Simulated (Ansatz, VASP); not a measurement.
**SrO: VASP beside Ansatz**

The input INCAR:

```
SYSTEM = SrO
PREC = Accurate
ENCUT = 520
EDIFF = 1E-7
ISMEAR = -1
SIGMA = 0.02
LREAL = .FALSE.
LASPH = .TRUE.
NELM = 60
ALGO = Normal
ISIF = 2
LWAVE = .FALSE.
LCHARG = .FALSE.
GGA = CA
NBANDS = 15
```

File KPOINTS:

```
regular mesh
0
G
  8 8 8
  0 0 0
```

File POSCAR:

```
SrO
1.0
    0.0000000000      2.5783376042      2.5783376042
    2.5783376042      0.0000000000      2.5783376042
    2.5783376042      2.5783376042      0.0000000000
Sr O
1 1
Direct
    0.0000000000      0.0000000000      0.0000000000
    0.5000000000      0.5000000000      0.5000000000
```

Input for Ansatz:

```yaml
crystal:
  lattice:
    - [0.0, 2.5783376042, 2.5783376042]
    - [2.5783376042, 0.0, 2.5783376042]
    - [2.5783376042, 2.5783376042, 0.0]
  atoms:
    - { symbol: Sr, position: [0.0, 0.0, 0.0] }
    - { symbol: O, position: [0.5, 0.5, 0.5] }
kpoints:
  mp_grid: { grid: [8, 8, 8] }
  band_path:
    path:
      - [0.0, 0.0, 0.0]
      - [0.5, 0.0, 0.5]
      - [0.625, 0.25, 0.625]
      - [0.375, 0.375, 0.75]
      - [0.0, 0.0, 0.0]
      - [0.5, 0.5, 0.5]
      - [0.5, 0.25, 0.75]
      - [0.5, 0.0, 0.5]
    npoints: 5
scf:
  occupations: { method: fermi_dirac, width: 0.02 }
hamiltonian:
  xc: lda
  pseudopotentials: { kind: all_electron, lapw: { basis_error: 0.00025 } }
output:
  forces: true
  stress: true
  eigenvalues: true
```

Change from the starting cell: volume scaled by 1.01.

Alike in both runs: task single point; functional LDA; k mesh 8 × 8 × 8; occupations fermi-dirac, width 0.02 eV; no spin polarisation.

|  | VASP | Ansatz |
| --- | --- | --- |
| version | VASP 6.6.1 | Ansatz 0.2.0 |
| potentials or method | VASP PAW LDA potentials, release 64 (Sr_sv, O) | all-electron LAPW, scalar-relativistic |
| plane-wave cutoff (eV) | 520 | see its input |

VASP gave:

| Quantity | Value |
| --- | --- |
| gap on the k mesh at the Fermi level (eV) | 3.11 |
| pressure (GPa) | -4.4 |

Which values does Ansatz return?

gap on the k mesh at the Fermi level (eV): 3.16; pressure (GPa): -5.0.

Ansatz ran all-electron here, so the differences hold the error of VASP's frozen core and of both bases.

A k mesh can miss the band edges.
